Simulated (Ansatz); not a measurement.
**Thickness series of a Y/MoTe2/Lu junction**

How fast does the current through Y/MoTe2/Lu fall with each added layer? The lower electrode is Y hcp(0001), the upper one Lu hcp(0001); the barrier is MoTe2 2H layers (two layers in the relaxed core). In the first transport cell, after relaxation, the nearest pair of electrode and barrier is Y–Te at 3.10 Å, along the normal, at the lower face and Lu–Te at 3.06 Å, along the normal, at the upper one. All share a net of side 3.66 Å, which strains the lower electrode by +0.0 %, the upper one by +4.0 % and the barrier by +4.0 %, against typed lattice constants near PBE's. The first steps treat the bulk electrodes alone.

Calculated with Ansatz 0.2.0; PBE+D3(BJ) DFT, plane waves, PAW files, in the first sound run; inputs show where later runs differ.

**1. The starting structure**

It takes space group P6_3/mmc (No. 194, hexagonal). Conventional cell: a = 3.660 Å, b = 3.660 Å, c = 5.670 Å, α = 90.00°, β = 90.00°, γ = 120.00°. Nearest to Y lie 12 Y at 3.54 to 3.66 Å.

Structure file:

```cif
data_structure
_symmetry_space_group_name_H-M 'P 1'
_symmetry_Int_Tables_number 1
_cell_length_a 3.6600
_cell_length_b 3.6600
_cell_length_c 5.6700
_cell_angle_alpha 90.000
_cell_angle_beta 90.000
_cell_angle_gamma 120.000
_cell_volume 65.78
loop_
_atom_site_label
_atom_site_type_symbol
_atom_site_fract_x
_atom_site_fract_y
_atom_site_fract_z
_atom_site_occupancy
Y1 Y 0.00000 0.00000 0.00000 1
Y2 Y 0.33333 0.66667 0.50000 1
```

**2. Layer spacing of the electrode, electrode Y hcp(0001)**

The electrode is held to the junction's net and relaxed along the normal; its spacing is used for the ideal lead layers.

Contents of input.yaml:

```yaml
crystal:
  lattice:
    - [3.66, 0.0, 0.0]
    - [-1.83, 3.1696529779, 0.0]
    - [0.0, 0.0, 5.67]
  atoms:
    - { symbol: "Y", position: [0.0, 0.0, 0.0] }
    - { symbol: "Y", position: [0.3333333333, 0.6666666667, 0.5] }
kpoints:
  mp_grid: { grid: [12, 12, 6] }
scf:
  occupations: { method: fermi_dirac, width: 0.1 }
  max_iter: 150
hamiltonian:
  xc: pbe
  dispersion: d3bj
relax:
  f_tol: 0.01
  max_steps: 40
  cell: { fix: [a, b, angles] }
```

Launch:

```bash
$ ansatz run input.yaml --threads 4 --pin off --max-ram 12288MiB --backend cpu --events-out ev --progress --plain --runs-dir out
```

Numbers of over 12 decimals in the logs are rounded to 6 here.

The log of the run:

```text
Engine: ansatz 0.2.0, aarch64-unknown-linux-gnu
Pseudopotentials: kind: paw
Pseudopotential: Y, paw, valence charge 11, recommended cutoff 420 eV (normal), Y.paw.azcp
Functional definition: PBE
  parameter kappa = 0.804
  parameter beta = 0.066725
  exchange = pbe_x(kappa = kappa, mu = beta*pi^2/3)
  correlation = pbe_c(beta = beta)
Crystal: 2 atoms, lattice volume = 65.777 Å³
Basis set: ecut = 420 eV, 1267 PW (Γ), exchange–correlation on 50×50×80 points (8 copies of the dense FFT grid, shifted against one another)
Bands: 15, of which v1, the nominal top of the filled ones, is band 11 counted from 1 (10 counted from 0)
Symmetry: 24 space group operations
Space group: P63/mmc (ITA 194), of the structure as read, at distance tolerance 4.0e-5 Å
k-points: 76 of 864
Non-local potential: Y, projectors of the file, l = 0: 3, l = 1: 2, l = 2: 2, l = 3: 1
PAW form: soft (Blöchl's): semilocal exchange-correlation on the pseudo side does not see the compensation charge
PAW one-centre angular grid: Y, 590 points (default); XC on 64 Gauss nodes
Initial density: superposition of atomic densities (neutral atoms: chi_scale 0, normalization atom), corrected by the library's trained network
Initial wavefunctions: pseudopotential atomic-orbital guess
Functional: x = pbe(κ = 0.804, μ = 0.219515), c = pbe(β = 0.066725)
SCF iter   1: F=—  HF=-7698.068058 eV  |F-HF|=—  |Δ(HF+E_count)|=         —  Δρ=1.59e-3  dr2=1.33e-3  ethr=1.77e-3  ⟨swp⟩=4.4  Hψ=4992  notcnv=0
preconditioner: auto → Kerker (q_TF=auto, 2.273 Å⁻¹)  [metal: Δε(μ)=0.020 eV  Ē_g=2.540 eV  σ=0.100 eV  W_gap=0.05  n_scr=22 (ndim 8)  ℏωp=11.2 eV  f_vac=0.000  D(μ)=3.70/eV (n_scr^D=34)]
SCF iter   2: F=—  HF=-7698.068475 eV  |F-HF|=—  |Δ(HF+E_count)|=   4.17e-4  Δρ=1.04e-3  dr2=5.49e-4  ethr=6.06e-6  ⟨swp⟩=2.2  Hψ=2586  notcnv=0
SCF iter   3: F=—  HF=-7698.068835 eV  |F-HF|=—  |Δ(HF+E_count)|=   3.60e-4  Δρ=2.38e-4  dr2=4.95e-5  ethr=2.50e-6  ⟨swp⟩=2.3  Hψ=1489  notcnv=0
SCF iter   4: F=—  HF=-7698.068819 eV  |F-HF|=—  |Δ(HF+E_count)|=   1.58e-5  Δρ=1.38e-4  dr2=8.59e-6  ethr=2.25e-7  ⟨swp⟩=2.6  Hψ=1776  notcnv=0
iter 5 did not close the SCF: its close was put off for the readings that it lacked (scf_convergence_deferred on its scf_iter line)
SCF iter   5: F=-7698.068819 eV  HF=-7698.068819 eV  |F-HF|=3.33e-8  |Δ(HF+E_count)|=   2.16e-8  Δρ=1.13e-5  dr2=4.10e-8  ethr=3.91e-8  ⟨swp⟩=2.0  Hψ=1846  notcnv=0
SCF iter   6: F=-7698.068819 eV  HF=-7698.068819 eV  |F-HF|=4.06e-9  |Δ(HF+E_count)|=   3.90e-8  Δρ=3.63e-6  dr2=6.60e-9  ethr=1.86e-10  ⟨swp⟩=1.8  Hψ=3870  notcnv=0
SCF 1 converged in 6 iterations: F = -7698.068819 eV  dr2 = 6.60e-9
  greatest PAW one-centre occupation: 0.994 electrons in one spin orbital (limit 2), on the Y atom at site 1 (counted from 0), in its partial waves of l = 0
relax step   1: F+E_penalty+E_count = -7698.06881947 eV  Δ(F+E_penalty+E_count) = +0.000e0 eV  max|allowed force component| = 4.626e-18 eV/Å  Δτ_max = 0.0000 Å  P = -1.616 GPa  Ω = 65.777 Å³  fix = [a, b, alpha, beta, gamma]  reactions: a -1.751, b -1.751 GPa  (6 SCF iters, dr2 threshold 1.00e-7 eV, accepted)
Crystal: 2 atoms, lattice volume = 64.817 Å³
Initial density: handed on by an earlier stage of this run
Initial wavefunctions: those handed on with the density
iter 1 solved again at ethr=3.16e-7 eV; its pass at ethr=3.10e-3 eV (dr2=6.95e-5 eV) is discarded
SCF iter   1: F=—  HF=-7698.073542 eV  |F-HF|=—  |Δ(HF+E_count)|=         —  Δρ=4.26e-4  dr2=6.40e-5  ethr=3.16e-7  ⟨swp⟩=2.9  Hψ=8429  notcnv=0
preconditioner: auto → Kerker (q_TF=auto, 2.279 Å⁻¹)  [metal: Δε(μ)=0.021 eV  Ē_g=2.568 eV  σ=0.100 eV  W_gap=0.05  n_scr=10 (ndim 8)  ℏωp=11.3 eV  f_vac=0.000  D(μ)=3.55/eV (n_scr^D=34)]
SCF iter   2: F=—  HF=-7698.073552 eV  |F-HF|=—  |Δ(HF+E_count)|=   1.00e-5  Δρ=2.55e-4  dr2=2.39e-5  ethr=2.91e-7  ⟨swp⟩=1.0  Hψ=1140  notcnv=0
SCF iter   3: F=—  HF=-7698.073560 eV  |F-HF|=—  |Δ(HF+E_count)|=   7.52e-6  Δρ=2.21e-5  dr2=2.42e-7  ethr=1.09e-7  ⟨swp⟩=2.5  Hψ=1741  notcnv=0
SCF iter   4: F=-7698.073560 eV  HF=-7698.073560 eV  |F-HF|=1.12e-9  |Δ(HF+E_count)|=   9.77e-8  Δρ=3.67e-6  dr2=8.34e-9  ethr=9.09e-10  ⟨swp⟩=4.0  Hψ=3643  notcnv=0
SCF 2 converged in 4 iterations: F = -7698.073560 eV  dr2 = 8.34e-9
relax step   2: F+E_penalty+E_count = -7698.07356002 eV  Δ(F+E_penalty+E_count) = -4.741e-3 eV  max|allowed force component| = 4.857e-17 eV/Å  Δτ_max = 0.0000 Å  P = -1.059 GPa  Ω = 64.817 Å³  energy of the carried Pulay correction = +2.285e-5 eV  fix = [a, b, alpha, beta, gamma]  reactions: a -1.481, b -1.481 GPa  (4 SCF iters, dr2 threshold 2.00e-7 eV, accepted)
Crystal: 2 atoms, lattice volume = 64.633 Å³
iter 1 solved again at ethr=6.52e-8 eV; its pass at ethr=3.10e-3 eV (dr2=1.43e-5 eV) is discarded
SCF iter   1: F=—  HF=-7698.073680 eV  |F-HF|=—  |Δ(HF+E_count)|=         —  Δρ=8.29e-5  dr2=2.41e-6  ethr=6.52e-8  ⟨swp⟩=3.4  Hψ=8066  notcnv=0
preconditioner: auto → Kerker (q_TF=auto, 2.280 Å⁻¹)  [metal: Δε(μ)=0.030 eV  Ē_g=2.573 eV  σ=0.100 eV  W_gap=0.07  n_scr=10 (ndim 8)  ℏωp=11.3 eV  f_vac=0.000  D(μ)=3.52/eV (n_scr^D=34)]
SCF iter   2: F=—  HF=-7698.073683 eV  |F-HF|=—  |Δ(HF+E_count)|=   2.55e-6  Δρ=4.96e-5  dr2=9.00e-7  ethr=1.09e-8  ⟨swp⟩=1.2  Hψ=1237  notcnv=0
SCF iter   3: F=-7698.073683 eV  HF=-7698.073683 eV  |F-HF|=3.05e-9  |Δ(HF+E_count)|=   3.29e-7  Δρ=4.66e-6  dr2=1.19e-8  ethr=5.27e-10  ⟨swp⟩=2.6  Hψ=4331  notcnv=0
SCF 3 converged in 3 iterations: F = -7698.073683 eV  dr2 = 1.19e-8
relax step   3: F+E_penalty+E_count = -7698.07368300 eV  Δ(F+E_penalty+E_count) = -1.230e-4 eV  max|allowed force component| = 6.939e-17 eV/Å  Δτ_max = 0.0000 Å  P = -0.949 GPa  Ω = 64.633 Å³  energy of the carried Pulay correction = +2.727e-5 eV  fix = [a, b, alpha, beta, gamma]  reactions: a -1.428, b -1.428 GPa  (3 SCF iters, dr2 threshold 1.16e-7 eV, accepted)
Initial wavefunctions: pseudopotential atomic-orbital guess (no wavefunctions were taken with the density)
iter 1 solved again at ethr=1.49e-7 eV; its pass at ethr=3.10e-3 eV (dr2=3.27e-5 eV) is discarded
SCF iter   1: F=—  HF=-7698.073652 eV  |F-HF|=—  |Δ(HF+E_count)|=         —  Δρ=8.79e-6  dr2=1.59e-8  ethr=1.49e-7  ⟨swp⟩=3.0  Hψ=8564  notcnv=0
eigensolver tolerance schedule: the retry pair's looser diagonalisation over-reported the residual by 2054.96 of it (diagonalisation noise at 0.11 of the residual, at the tolerance the schedule requests for it); recorded, not acted on — ethr = c·dr2/N_el stays at c = 1.0e-1
SCF iter   2: F=—  HF=-7698.073655 eV  |F-HF|=—  |Δ(HF+E_count)|=   2.91e-6  Δρ=4.88e-6  dr2=6.39e-9  ethr=7.23e-11  ⟨swp⟩=2.0  Hψ=2005  notcnv=0
SCF iter   3: F=—  HF=-7698.073655 eV  |F-HF|=—  |Δ(HF+E_count)|=   4.03e-9  Δρ=7.75e-7  dr2=2.08e-10  ethr=2.91e-11  ⟨swp⟩=3.0  Hψ=2053  notcnv=0
SCF iter   4: F=-7698.073655 eV  HF=-7698.073655 eV  |F-HF|=3.64e-12  |Δ(HF+E_count)|=  2.91e-11  Δρ=1.59e-7  dr2=1.23e-11  ethr=1.00e-12  ⟨swp⟩=3.5  Hψ=5167  notcnv=0
SCF 4 converged in 4 iterations: F = -7698.073655 eV  dr2 = 1.23e-11
relax step   4: F+E_penalty+E_count = -7698.07365469 eV  Δ(F+E_penalty+E_count) = +2.831e-5 eV  max|allowed force component| = 7.401e-17 eV/Å  Δτ_max = 0.0000 Å  P = -0.949 GPa  Ω = 64.633 Å³  fix = [a, b, alpha, beta, gamma]  reactions: a -1.428, b -1.428 GPa  stress off target by 8.51e-3 GPa on what of the cell is left free  SCF on the basis re-selected at this cell (its energy is not comparable with the rows above)  (4 SCF iters)
basis re-selected at this cell: Δ(F+E_penalty+E_count) = +2.831e-5 eV, ΔP = +0.000 GPa vs the last step (what re-selecting the basis moved, of the pressure what is left beyond the Pulay correction that the steps carried, after the strain that the cell walked since its last selection, with what the two solves' SCF thresholds leave and, on support functions, any second-order correction that the steps lacked; it is no m [...]
SCF converged after 4 iterations
Free energy (F): -7698.073655 eV
Harris-Foulkes:  -7698.073655 eV  (|F-HF|=3.64e-12)
Internal energy: -7697.958857 eV  (E = F + TS)
E sigma→0 (E₀):  -7698.016256 eV
Entropy (-TS):   -0.114798 eV (-57.399 meV/atom)
Fermi energy:    9.505066 eV
--- Per-component energies (eV) ---
  E_band       = -239.128224
  E_kinetic    = 609.569280
  E_local      = -1218.061802  (includes V_loc(G=0)·N_el)
  E_nonlocal   = 100.337604
  E_hartree    = 386.447790
  E_xc         = -346.008754
  E_vxc        = -397.259272  (∫ρ·V_xc dr)
  E_paw        = -5650.760904  (= ΣΔE_a)
  E_vpaw       = -106.609558  (= ΣTr[D̂ρ^β])
  E_aug_tail   = 0.000006  (compensation charges beyond the density's cutoff)
  E_ewald      = -1578.800572
  E_disp       = -0.681505  (pairwise vdW)
  E_smearing   = -0.114798  (= −TS)
  E_closure    = 0.000000  (closes the sum)
  Σ components = -7698.073655   (vs F -7698.073655, Δ=0.00e0)
--- Forces (eV/Å), atoms counted from 1 ---
  atom   1  Y     -0.00000000    -0.00000000    -0.00000000
  atom   2  Y     -0.00000000     0.00000000     0.00000000
  max |Σ_I F_I| component: 2.78e-17 eV/Å
--- Stress (GPa, compression-positive) ---
       -1.427556      -0.000000       0.000000
       -0.000000      -1.427556      -0.000000
        0.000000      -0.000000       0.008514
  P = ⅓ Tr σ = -0.9489 GPa (-9.489 kbar)
--- Relaxed structure (3 steps of the walk, 3 accepted, 1 SCFs on fresh bases) ---
  F+E_penalty+E_count = -7698.07365469 eV   max|allowed force component| = 7.401e-17 eV/Å   (the final SCF, on the basis selected at the relaxed cell)
  cell:  # Å, volume = 64.6335 Å³
    - [3.660000, 0, 0.0]
    - [-1.830000, 3.169653, 0.0]
    - [0.0, 0.0, 5.571405]
  atoms:
    - { symbol: Y, position: [9.25185853962003e-18, -5.088522196306339e-17, 0.0] }
    - { symbol: Y, position: [0.333333, 0.666667, 0.500000] }
```

The job ended after 3.5 s (4 threads of Arm Neoverse V1, shared host; peak memory 0.39 GiB; 13 s of CPU time).

Relaxation path:

```csv
step,energy less that of the first step (eV),largest force component (eV/Å),pressure (GPa),volume (Å³)
1,0.0000,0.0000,-1.62,65.78
2,-0.0047,0.0000,-1.06,64.82
3,-0.0049,0.0000,-0.95,64.63
4*,-0.0048,0.0000,-0.95,64.63
```

Relaxation steps marked * repeat the geometry before them on a plane-wave basis chosen anew for their cell, so energy and pressure can jump there.

Forces are held to the 24 operations that the run works with; a distortion that breaks them can't arise in this run.

```csv
"conventional cell, symmetrised",before,after,change
a (Å),3.660,3.660,+0.0 %
b (Å),3.660,3.660,+0.0 %
c (Å),5.670,5.571,-1.7 %
volume (Å³/atom),32.89,32.32,-1.7 %
```

Final coordinates:

```
Y
1.0
     3.66000    0.00000    0.00000
    -1.83000    3.16965    0.00000
     0.00000    0.00000    5.57141
Y
2
Direct
  0.00000 0.00000 0.00000
  0.33333 0.66667 0.50000
```

Numbers from this step:

- free energy: -7698.0737 eV
- Fermi energy: 9.505 eV
- pressure: -0.9489 GPa

**3. Layer spacing of the electrode, electrode Lu hcp(0001)**

System of this step: Lu. Symmetry: P6_3/mmc, No. 194, hexagonal system. Conventional cell: a = 3.660 Å, b = 3.660 Å, c = 5.318 Å, α = 90.00°, β = 90.00°, γ = 120.00°. Nearest to Lu lie 12 Lu at 3.40 to 3.66 Å.

The electrode is held to the junction's net and relaxed along the normal; its spacing is used for the ideal lead layers.

input.yaml, the sections that differ from step 2:

```yaml
crystal:
  lattice:
    - [3.66, 0.0, 0.0]
    - [-1.83, 3.1696529779, 0.0]
    - [0.0, 0.0, 5.3177102273]
  atoms:
    - { symbol: Lu, position: [0.0, 0.0, 0.0] }
    - { symbol: Lu, position: [0.3333333333, 0.6666666667, 0.5] }
# kpoints, scf, hamiltonian, relax: as in step 2
```

The log of the run:

```text
band count auto-derived: 31 (N_el = 50.0; filled up to band 25; 30 by the electrons, moments and atoms)
[...]
Crystal: 2 atoms, lattice volume = 61.690 Å³
Basis set: ecut = 420 eV, 1193 PW (Γ), exchange–correlation on 50×50×72 points (8 copies of the dense FFT grid, shifted against one another)
Bands: 31, of which v1, the nominal top of the filled ones, is band 25 counted from 1 (24 counted from 0)
Symmetry: 24 space group operations
[...]
k-points: 76 of 864
[...]
SCF iter   1: F=—  HF=-29465.507601 eV  |F-HF|=—  |Δ(HF+E_count)|=         —  Δρ=1.78e-3  dr2=1.14e-3  ethr=1.77e-3  ⟨swp⟩=5.2  Hψ=10017  notcnv=0
[...]
SCF iter   9: F=-29465.500274 eV  HF=-29465.500274 eV  |F-HF|=5.09e-11  |Δ(HF+E_count)|=   4.90e-8  Δρ=6.49e-7  dr2=8.67e-11  ethr=1.25e-11  ⟨swp⟩=5.9  Hψ=11069  notcnv=0
SCF 1 converged in 9 iterations: F = -29465.500274 eV  dr2 = 8.67e-11
[...]
relax step   1: F+E_penalty+E_count = -29465.50027392 eV  Δ(F+E_penalty+E_count) = +0.000e0 eV  max|allowed force component| = 6.708e-17 eV/Å  Δτ_max = 0.0000 Å  P = -4.050 GPa  Ω = 61.690 Å³  fix = [a, b, alpha, beta, gamma]  reactions: a -5.671, b -5.671 GPa  (9 SCF iters, dr2 threshold 1.00e-7 eV, accepted)
Crystal: 2 atoms, lattice volume = 61.148 Å³
[...]
SCF iter   5: F=-29465.501854 eV  HF=-29465.501854 eV  |F-HF|=3.19e-8  |Δ(HF+E_count)|=   4.76e-8  Δρ=1.52e-5  dr2=9.35e-8  ethr=4.00e-10  ⟨swp⟩=5.8  Hψ=14391  notcnv=0
SCF 2 converged in 5 iterations: F = -29465.501854 eV  dr2 = 9.35e-8
relax step   2: F+E_penalty+E_count = -29465.50185369 eV  Δ(F+E_penalty+E_count) = -1.580e-3 eV  max|allowed force component| = 7.401e-17 eV/Å  Δτ_max = 0.0000 Å  P = -3.722 GPa  Ω = 61.148 Å³  energy of the carried Pulay correction = +1.372e-4 eV  fix = [a, b, alpha, beta, gamma]  reactions: a -5.562, b -5.562 GPa  (5 SCF iters, dr2 threshold 2.00e-7 eV, accepted)
[...]
SCF iter   7: F=-29465.501720 eV  HF=-29465.501720 eV  |F-HF|=7.28e-12  |Δ(HF+E_count)|=  2.18e-11  Δρ=5.76e-8  dr2=8.37e-13  ethr=1.00e-12  ⟨swp⟩=8.3  Hψ=15963  notcnv=0
SCF 3 converged in 7 iterations: F = -29465.501720 eV  dr2 = 8.37e-13
relax step   3: F+E_penalty+E_count = -29465.50171974 eV  Δ(F+E_penalty+E_count) = +1.340e-4 eV  max|allowed force component| = 6.014e-17 eV/Å  Δτ_max = 0.0000 Å  P = -3.724 GPa  Ω = 61.148 Å³  fix = [a, b, alpha, beta, gamma]  reactions: a -5.563, b -5.563 GPa  stress off target by 4.51e-2 GPa on what of the cell is left free  SCF on the basis re-selected at this cell (its energy is not comparable with the rows above)  (7 SCF iters)
[...]
SCF converged after 7 iterations
Free energy (F): -29465.501720 eV
[...]
Internal energy: -29465.395116 eV  (E = F + TS)
E sigma→0 (E₀):  -29465.448418 eV
Entropy (-TS):   -0.106604 eV (-53.302 meV/atom)
Fermi energy:    12.941626 eV
[...]
--- Stress (GPa, compression-positive) ---
       -5.563088      -0.000000       0.000000
       -0.000000      -5.563088       0.000000
        0.000000       0.000000      -0.045132
  P = ⅓ Tr σ = -3.7238 GPa (-37.238 kbar)
--- Relaxed structure (2 steps of the walk, 2 accepted, 1 SCFs on fresh bases) ---
[...]
cell:  # Å, volume = 61.1484 Å³
    - [3.660000, 0, 0.0]
    - [-1.830000, 3.169653, 0.0]
    - [0.0, 0.0, 5.270994]
  atoms:
    - { symbol: Lu, position: [9.251858539620032e-18, -5.0885221963063393e-17, 0.0] }
    - { symbol: Lu, position: [0.333333, 0.666667, 0.5] }
```

Wall time 7.3 s (4 threads); peak memory 0.44 GiB.

Relaxation path:

```csv
step,energy less that of the first step (eV),largest force component (eV/Å),pressure (GPa),volume (Å³)
1,0.0000,0.0000,-4.05,61.69
2,-0.0016,0.0000,-3.72,61.15
3*,-0.0014,0.0000,-3.72,61.15
```

Relaxation steps marked * repeat the geometry before them on a plane-wave basis chosen anew for their cell, so energy and pressure can jump there.

Forces are held to the 24 operations that the run works with; a distortion that breaks them can't arise in this run.

```csv
"conventional cell, symmetrised",before,after,change
a (Å),3.660,3.660,+0.0 %
b (Å),3.660,3.660,+0.0 %
c (Å),5.318,5.271,-0.9 %
volume (Å³/atom),30.85,30.57,-0.9 %
```

The relaxed structure:

```
Lu
1.0
     3.66000    0.00000    0.00000
    -1.83000    3.16965    0.00000
     0.00000    0.00000    5.27099
Lu
2
Direct
  0.00000 0.00000 0.00000
  0.33333 0.66667 0.50000
```

Numbers from this step:

```yaml
free_energy: -29465.5017 eV
fermi_energy: 12.94 eV
pressure: -3.724 GPa
```

(Part 1 of 4 ends here.)

[Logs are printed without paths, hosts, clocks, repeated set-up lines and the standing remarks that a program may print on its own settings, such as how far it seeks lower states.]

[Hosts, paths, dates, database ids (printed as entryN), source tags and the programs' standing remarks are cut or masked in the printed files.]
